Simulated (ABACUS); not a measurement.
# Pb (Fm-3m) in ABACUS: further runs, part 3 of 3

ABACUS 3.10.1. Earlier steps stand in the parts before.

**5. Single point, PBE**

File run_abacus.py:

```python
"""ABACUS run from a structure file: ASE reads it, the script writes STRU, KPT and INPUT."""
import re
import subprocess
import spglib
from ase import Atoms
from ase.io import read
from ase.units import Bohr

atoms = read("Pb.cif")
cell, frac, numbers = spglib.standardize_cell((atoms.cell[:], atoms.get_scaled_positions(), atoms.numbers), to_primitive=True, symprec=1e-4)
atoms = Atoms(numbers=numbers, cell=cell, scaled_positions=frac, pbc=True)  # the primitive cell
atoms = atoms[(-atoms.numbers).argsort(kind="stable")]  # ABACUS lists atoms element by element
pseudo = {'Pb': 'Pb.upf'}
orbital = {}
magmoms = None
kmesh = [7, 7, 7]
params = {
    'suffix': 'Pb',
    'calculation': 'scf',
    'basis_type': 'pw',
    'pseudo_dir': './',
    'symmetry': 1,
    'dft_functional': 'pbe',
    'ecutwfc': 63,
    'pseudo_rcut': 10,
    'nspin': 1,
    'nbands': 17,
    'ks_solver': 'dav',
    'smearing_method': 'fd',
    'smearing_sigma': 0.00367493,
    'scf_thr': 1e-08,
    'scf_nmax': 100,
    'mixing_type': 'broyden',
    'mixing_beta': 0.7,
    'cal_force': 1,
    'cal_stress': 1,
    'out_chg': 1,
    'kpar': 4,
}

symbols = atoms.get_chemical_symbols()
elements = list(dict.fromkeys(symbols))
lines = ["ATOMIC_SPECIES"] + [f"{e} {atoms.get_masses()[symbols.index(e)]:.4f} {pseudo[e]}" for e in elements]
if orbital:
    lines += ["", "NUMERICAL_ORBITAL"] + [orbital[e] for e in elements]
lines += ["", "LATTICE_CONSTANT", f"{1 / Bohr:.10f}", "", "LATTICE_VECTORS"]
lines += [" ".join(f"{x:.10f}" for x in v) for v in atoms.cell]
lines += ["", "ATOMIC_POSITIONS", "Direct"]
for e in elements:
    lines += ["", e, "0.0", str(symbols.count(e))]
    for i, p in enumerate(atoms.get_scaled_positions(wrap=False)):
        if symbols[i] == e:
            mag = "" if magmoms is None else " mag " + " ".join(str(x) for x in (magmoms[i] if isinstance(magmoms[i], list) else [magmoms[i]]))
            lines.append(" ".join(f"{x:.10f}" for x in p) + " 1 1 1" + mag)
open("STRU", "w").write("\n".join(lines) + "\n")
open("KPT", "w").write("K_POINTS\n0\nGamma\n%d %d %d 0 0 0\n" % tuple(kmesh))
open("INPUT", "w").write("INPUT_PARAMETERS\n" + "".join(f"{k:<20s}{v}\n" for k, v in params.items()))

done = subprocess.run(['mpirun', '-np', '4', 'abacus'])
if done.returncode:
    raise SystemExit(done.returncode)
log = open("OUT.Pb/running_scf.log").read()
print("final energy (eV):", re.findall(r"FINAL_ETOT_IS (\S+)", log))
```

Pb.cif is that of step 2.

Potentials or basis: Ansatz NC PBE, plane waves.

On the command line:

```console
> OMP_NUM_THREADS=1 python run_abacus.py > log
```

running log:

```text
[... set-up lines left out ...]
 PW ALGORITHM --------------- ION=   1  ELEC=   1--------------------------------
 Notice: Threshold on eigenvalues was too large.
 hsover_error=0.14 > DRHO=0.00212053
 Origin diag ethr = 0.01
 New diag ethr = 1.51466e-05

 Density error is 0.00212129834431
                          Error Threshold = 1.51466471866e-05
----------------------------------------------------------
     Energy           Rydberg                 eV
----------------------------------------------------------
 E_KohnSham     -165.7166148621      -2254.6902153955
 E_Harris       -166.0583089993      -2259.3392026351
 E_Fermi        0.8384646816         11.4078972417
----------------------------------------------------------
[... 51 lines left out ...]
 Density error is 1.18397182162e-10
                          Error Threshold = 1.37010473564e-10
[... 38 lines left out ...]
      16        26.0714        0.00000
[... 64 lines left out ...]
       5       -5.49674      0.0349854
       6       0.177052      0.0349854
[... 9 lines left out ...]
      16        26.7365        0.00000
      17        26.7365        0.00000

------------------------------------------------------------------------------------------
 TOTAL-FORCE (eV/Angstrom)
------------------------------------------------------------------------------------------
                       Pb1         0.0000000000         0.0000000000         0.0000000000
------------------------------------------------------------------------------------------

----------------------------------------------------------------
 TOTAL-STRESS (KBAR)
----------------------------------------------------------------
        29.5788430718        -0.0000000000        -0.0000000000
        -0.0000000000        29.5788430718         0.0000000000
        -0.0000000000         0.0000000000        29.5788430718
----------------------------------------------------------------
 TOTAL-PRESSURE: 29.578843 KBAR

 --------------------------------------------
 !FINAL_ETOT_IS -2254.6959876915716450 eV
 --------------------------------------------
```

INPUT:

```text
INPUT_PARAMETERS
suffix              Pb
calculation         scf
basis_type          pw
pseudo_dir          ./
symmetry            1
dft_functional      pbe
ecutwfc             63
pseudo_rcut         10
nspin               1
nbands              17
ks_solver           dav
smearing_method     fd
smearing_sigma      0.00367493
scf_thr             1e-08
scf_nmax            100
mixing_type         broyden
mixing_beta         0.7
cal_force           1
cal_stress          1
out_chg             1
kpar                4
```

Run time: 3.9 s. Hardware: 4 MPI ranks of Intel Xeon Platinum 8488C (Sapphire Rapids), shared host; peak memory 0.36 GiB.

What came out:

```yaml
Free_energy: -2254.6960 eV
Pressure: 3.0 GPa
Band_gap_on_the_k_mesh: none (metal or under the smearing width)
```

Levels at points of the mesh, in eV from the Fermi level:
```csv
k point,band 5,band 6,band 7,band 8,band 9,band 10
"(0.00, 0.00, 0.00)",-16.86,-11.69,7.49,7.49,7.49,9.81
```

**6. Relaxation of cell and atoms, PBE**

File INPUT:

```
INPUT_PARAMETERS
suffix              Pb
calculation         cell-relax
basis_type          pw
pseudo_dir          ./
latname             fcc
symmetry            1
dft_functional      pbe
ecutwfc             63
pseudo_rcut         10
nspin               1
nbands              11
ks_solver           dav
smearing_method     fd
smearing_sigma      0.00367493
scf_thr             1e-08
scf_nmax            100
mixing_type         broyden
mixing_beta         0.7
cal_force           1
cal_stress          1
relax_nmax          60
force_thr_ev        0.01
relax_method        cg
out_stru            1
stress_thr          1
kpar                4
```

File STRU:

```
ATOMIC_SPECIES
Pb 207.2000 Pb.upf

LATTICE_CONSTANT
9.3542199059

ATOMIC_POSITIONS
Direct

Pb
0.0
1
0.0000000000 0.0000000000 0.0000000000 1 1 1
```

File KPT:

```
K_POINTS
0
Gamma
7 7 7 0 0 0
```

Potentials or basis: Ansatz NC PBE, plane waves.

On the command line:

```console
> OMP_NUM_THREADS=1 mpirun -np 4 abacus > log
```

Run time: 4.4 s. Hardware: 4 MPI ranks of Intel Xeon Platinum 8488C (Sapphire Rapids), shared host; peak memory 0.36 GiB.

It converged, with:

```yaml
Free_energy: -2254.7132 eV
Relaxed_volume: 32.30 Å³/atom
Relaxed_cell: a = 3.575 Å, b = 3.575 Å, c = 3.575 Å, α = 60.00°, β = 60.00°, γ = 60.00°
Space_group_after_relaxing_to_0.05_Å: Fm-3m (No. 225)
Energy_gained_by_relaxing: 17.2 meV/atom
Ionic_steps: 3
Pressure_after_relaxing: 0.0 GPa
Band_gap_on_the_k_mesh: none (metal or under the smearing width)
```

The path:
```tsv
step	energy change (eV)	largest force (eV/Å)	pressure (GPa)	volume (Å³)
1	0.0000	0.0000	2.94	30.32
2	-0.0158	0.0000	-0.75	32.93
3	-0.0172	0.0000	0.00	32.30
```

Final structure:
```
Pb
1.0
    -2.52770    0.00000    2.52770
     0.00000    2.52770    2.52770
    -2.52770    2.52770    0.00000
Pb
1
Direct
  0.00000 0.00000 0.00000
```

Levels at points of the mesh, in eV from the Fermi level:
| k point | band 5 | band 6 | band 7 | band 8 | band 9 |
| --- | --- | --- | --- | --- | --- |
| (0.00, 0.00, 0.00) | -16.83 | -11.26 | 7.02 | 7.02 | 7.02 |

The run has no spin-orbit coupling, so splittings on Pb are missing.

**7. Overview**

| task | level | potentials or basis | cell | cutoff (eV) | SCF threshold on the density | eigensolver | orbital files | optimiser | force threshold | gap on the mesh (eV) | pressure (GPa) | relaxed volume (Å³/atom) |
| --- | --- | --- | --- | --- | --- | --- | --- | --- | --- | --- | --- | --- |
| single point | BLYP | SPMS ONCV 1.0 PBE, plane waves | as given | 857 | 1e-08 | dav | - | - | - | none | 5.8 | - |
| single point | SCAN | SG15 ONCV 1.2 PBE, DZP LCAO (the cutoffs set its grid) | as given | 1361 | 1e-07 | scalapack_gvx | Pb Pb_confined-atom_8au_2s2p2d.orb | - | - | none | 1.9 | - |
| relaxation of cell and atoms | SCAN | SG15 ONCV 1.2 PBE, DZP LCAO (the cutoffs set its grid) | relaxed | 1361 | 1e-07 | genelpa | Pb Pb_confined-atom_8au_2s2p2d.orb | ASE FIRE | 0.03 eV/Å | none | -0.1 | 31.51 |
| single point | PBE | Ansatz NC PBE, plane waves | as given | 857 | 1e-08 | dav | - | - | - | none | 3.0 | - |
| relaxation of cell and atoms | PBE | Ansatz NC PBE, plane waves | relaxed | 857 | 1e-08 | dav | - | cg | 0.01 eV/Å | none | 0.0 | 32.30 |

Alike in all rows: no spin polarisation; k mesh 7 × 7 × 7; smearing fermi-dirac 0.05 eV.

Caveats: the potentials were made for another functional, which shifts forces and pressure (some runs); the atomic orbitals were generated for these runs and aren't a published set (some runs); the basis of atomic orbitals isn't converged, which shifts pressures, moduli and gaps (some runs).

Total energies depend on the potentials used, so only differences within one code and one set of settings carry meaning.

**8. Against experiment**

Step 6. The cell as given is a measured one (30.32 Å³/atom); PBE puts the equilibrium volume +6.5 % from it, thermal expansion not counted.
